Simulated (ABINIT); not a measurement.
Crystal: ZrSe2.

```
CELL_PARAMETERS angstrom
3.79800 0.00000 0.00000
-1.89900 3.28916 0.00000
0.00000 0.00000 6.19200
ATOMIC_POSITIONS crystal
Zr 0.00000 0.00000 0.00000
Se 0.66667 0.33333 0.75000
Se 0.33333 0.66667 0.25000
```

Base run:

```yaml
Program: ABINIT 10.8.3 (patched build)
Functional: PBE
Potentials_or_basis: JTH PAW PBE v2.0
Cutoff: 463 eV
k_mesh: 8 × 8 × 5
Occupations: fermi-dirac, width 0.05 eV
Spin: no spin polarisation
```

Its results: band gap on the k mesh 0.41 eV, indirect (least direct gap 1.06 eV); pressure 1.9 GPa; largest force 0.278 eV/Å.

Problem. The run is repeated on the same cell with these changes: spin from no spin polarisation to spin-orbit coupling, no magnetisation. What comes out?

Solution. Band gap on the k mesh 0.28 eV, indirect (least direct gap 0.92 eV); pressure 1.9 GPa; largest force 0.282 eV/Å.

Spin-orbit coupling splits the band edges, which narrows the gap.

Caveats: this functional lacks dispersion, which binds the layers, so the pressure and a relaxed spacing across them are unreliable.

A k mesh can miss the band edges.
